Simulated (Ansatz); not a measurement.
The elements of this relaxed crystal are hidden behind letters.

```
lattice vectors (Å)
   4.2362    0.0000    0.0000
   0.0000    4.2362    0.0000
   0.0000    0.0000    2.6906
fractional positions
X 0.0000 0.0000 0.0000
X 0.5000 0.5000 0.5000
Z 0.3070 0.3070 0.0000
Z 0.1930 0.8070 0.5000
Z 0.6930 0.6930 0.0000
Z 0.8070 0.1930 0.5000
```

Method: Ansatz, DFT PBE, scalar-relativistic, plane waves, PAW. The final run on the 6-atom cell used 420 eV, a Γ-centred 6×6×8 mesh, 0.02 eV smearing and no spin polarisation.

| Property | Result |
| --- | --- |
| Space group | P4_2/mnm (No. 136) |
| Conventional cell | a = 4.236 Å, c = 2.691 Å |
| Volume per atom | 8.05 Å³ |
| Density | 4.13 g/cm³ |
| Formation energy | −2.588 eV/atom |
| Gap on the 6×6×8 mesh of the 6-atom cell | 5.04 eV |

Energies are uncorrected and count from the elements' standard states at the same level.

Question: X is a p-block element of period 3 and Z is a p-block element of period 2. Which elements are they?

Answer: X = Si, Z = O, so the formula is SiO2, here in the rutile type. Density times volume gives a mean mass of 4.13 × 8.05/1.6605 = 20.0 u per atom, and this set has 20.0 u. Si has 6 O at 1.77–1.84 Å; O is surrounded by 3 Si at 1.77–1.84 Å. Other sets within the hints have nearly the same mass, so mass alone doesn't settle it; this one was computed.

Kohn–Sham gaps at this level usually fall short of measured ones. A structure relaxed within its symmetry needn't be a true minimum. Another cell of SiO2 relaxed alike, in I-42d (a cell as deposited in COD), lies 198 meV/atom lower, so this cell isn't the stable form at this level.
